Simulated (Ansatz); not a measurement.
LiF (CsCl type), relaxed with r2SCAN, was run in Ansatz under altered settings. All numbers are computed, without spin polarisation but where a row says otherwise.

```yaml
crystal:
  lattice:
    - [2.51626, 0.00000, 0.00000]
    - [0.00000, 2.51626, 0.00000]
    - [0.00000, 0.00000, 2.51626]
  atoms:
    - { symbol: Li, position: [0.00000, 0.00000, 0.00000] }
    - { symbol: F, position: [0.50000, 0.50000, 0.50000] }
```

The base run's other keys:
```yaml
kpoints:
  mp_grid: { grid: [8, 8, 8] }
hamiltonian:
  xc: r2scan
scf:
  occupations: { method: fixed }
  n_extra_bands: 4
```

It takes 6 iterations with 437 plane waves at 500 eV and 35 k points, and leaves a mean stress of +0.03 GPa. The gap over this mesh is 8.910 eV.

Outcomes, with energy and stress as changes against the base:
```
                                 setting            outcome  ΔF (meV/atom)  Δ mean stress (GPa)  gap on the mesh (eV)  iterations
                   scf.mixing.beta: -0.3            refused              –                    –                     –           –
                      basis.ecutwfc: 300  converged, warned           +287                -0.07                 8.975           7
             scf.eigensolver.kind: dense          converged            0.0                 0.00                 8.910           6
      scf.convergence.dr2_threshold: 0.0            refused              –                    –                     –           –
               scf.occupations: cold 0.2          converged            0.0                 0.00                 8.910           6
                 basis.ecutrho_ratio: 12          converged            0.0                 0.00                 8.910           6
                  basis.ecutrho_ratio: 2  converged, warned           +1.7                -0.14                 8.904           6
                     basis.ecutwfc: -100            refused              –                    –                     –           –
                      basis.ecutwfc: 160  converged, warned         +13898               -23.09                 8.781           7
                      basis.ecutwfc: 250  converged, warned          +1422                +5.82                 8.872           7
hamiltonian.xc: lda (cutoff then 420 eV)          converged              –                -4.67                 7.742           6
                    hamiltonian.xc: hse6            refused              –                    –                     –           –
```
A dash marks a value that wasn't obtained or can't be compared. Stress is positive in compression.

- scf.mixing.beta: -0.3. The input is refused before any iteration. Error: invalid value for `scf.mixing.beta`: must be finite and in (0, 1]; got -0.3
- basis.ecutwfc: 300. 179 plane waves in place of 437. The free energy moves by +287 meV an atom, the mean stress by -0.07 GPa and the gap on the mesh by +0.065 eV (to 8.975). The basis is too small: these are errors of the cutoff. Warned: cutoff below recommended.
- scf.convergence.dr2_threshold: 0.0. The program doesn't start. Error: invalid value for `scf.convergence.dr2_threshold`: must be finite and > 0; got 0 eV
- basis.ecutrho_ratio: 2. The free energy moves by +1.7 meV an atom, the mean stress by -0.14 GPa and the gap on the mesh by -0.006 eV (to 8.904). A density grid this coarse aliases the density, so the change is an error. Warned: cutoff below recommended.
- basis.ecutwfc: -100. It is rejected at once. Error: invalid value for `basis.ecutwfc`: must be finite and > 0; got -100 eV
- basis.ecutwfc: 160. 81 plane waves in place of 437. The free energy moves by +13898 meV an atom, the mean stress by -23.09 GPa and the gap on the mesh by -0.129 eV (to 8.781). The basis is too small: these are errors of the cutoff. Warned: cutoff below recommended.
- basis.ecutwfc: 250. 147 plane waves in place of 437. The free energy moves by +1422 meV an atom, the mean stress by +5.82 GPa and the gap on the mesh by -0.039 eV (to 8.872). The basis is too small: these are errors of the cutoff. Warned: cutoff below recommended.
- hamiltonian.xc: lda. The cutoff follows the functional, from 500 to 420 eV. The mean stress moves by -4.67 GPa and the gap on the mesh by -1.169 eV (to 7.742). It's another functional on the same cell, so totals aren't comparable.
- hamiltonian.xc: hse6. It is rejected at once. Error: YAML parse error: line 12 column 7: hamiltonian.xc: unknown variant `hse6`, expected one of […]

Within 1 meV an atom, 0.1 GPa and 0.005 eV of the base stay: scf.eigensolver.kind: dense; scf.occupations: cold 0.2; basis.ecutrho_ratio: 12.
